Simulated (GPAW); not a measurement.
**Ge: relaxation of cell and atoms with PBEsol**

The system is Ge.

```
Ge
1.0
    -2.57449    2.57449    1.39741
     2.57449   -2.57449    1.39741
     2.57449    2.57449   -1.39741
Ge
2
Direct
  0.50000 0.50000 0.00000
  0.25000 0.75000 0.50000
```

This isn't the form of Ge at room conditions, which is diamond.

* Program: GPAW 26.7.0
* Task: relaxation of cell and atoms
* Functional: PBEsol
* Potentials or basis: PAW data sets generated in the run's folder for this functional
* Cutoff: 600 eV
* Basis: pw
* k mesh: 9 × 9 × 9
* Occupations: fermi-dirac, width 0.05 eV
* Spin: no spin polarisation
* Target pressure: 2 GPa
* Maxiter: 150
* Optimizer: BFGS
* Fmax: 0.02 eV/Å
* Max steps: 60
* Target pressure: 2 GPa
* Convergence: density=1e-05 forces=0.0001

- Relaxed volume: 17.89 Å³/atom
- Relaxed cell: a = 3.854 Å, b = 3.854 Å, c = 3.854 Å, α = 97.39°, β = 97.39°, γ = 137.96°
- Space group after relaxing (to 0.05 Å): I4_1/amd (No. 141)
- Energy change on relaxing (the enthalpy is what falls): +2.5 meV/atom
- Ionic steps: 3
- Pressure after relaxing: 2.1 GPa
- Band gap on the k mesh: none (metal or under the smearing width)

Stress tensor (GPa, compression positive):
```
2.16 0.00 0.00
0.00 2.16 0.00
0.00 0.00 1.97
```

Step by step:
```csv
step,energy change (eV),largest force (eV/Å),pressure (GPa),volume (Å³)
1,0.0000,0.0000,-0.83,37.05
2,-0.0009,0.0000,-0.28,36.79
3,0.0049,0.0000,2.10,35.78
```

Final structure:
```
Ge
1.0
    -2.54366    2.54366    1.38237
     2.54366   -2.54366    1.38237
     2.54366    2.54366   -1.38237
Ge
2
Direct
  0.50000 0.50000 0.00000
  0.25000 0.75000 0.50000
```

Levels at points of the mesh, in eV from the Fermi level:
| k point | band 1 | band 2 | band 3 | band 4 | band 5 | band 6 | band 7 |
| --- | --- | --- | --- | --- | --- | --- | --- |
| (0.00, 0.00, 0.00) | -13.65 | -3.96 | -2.46 | -2.46 | 3.12 | 7.84 | 7.84 |

It took 51 s on 1 thread of Arm Neoverse V2, with other jobs on the host, peak memory 0.21 GiB.

Caveat: later steps reuse the first step's grids.
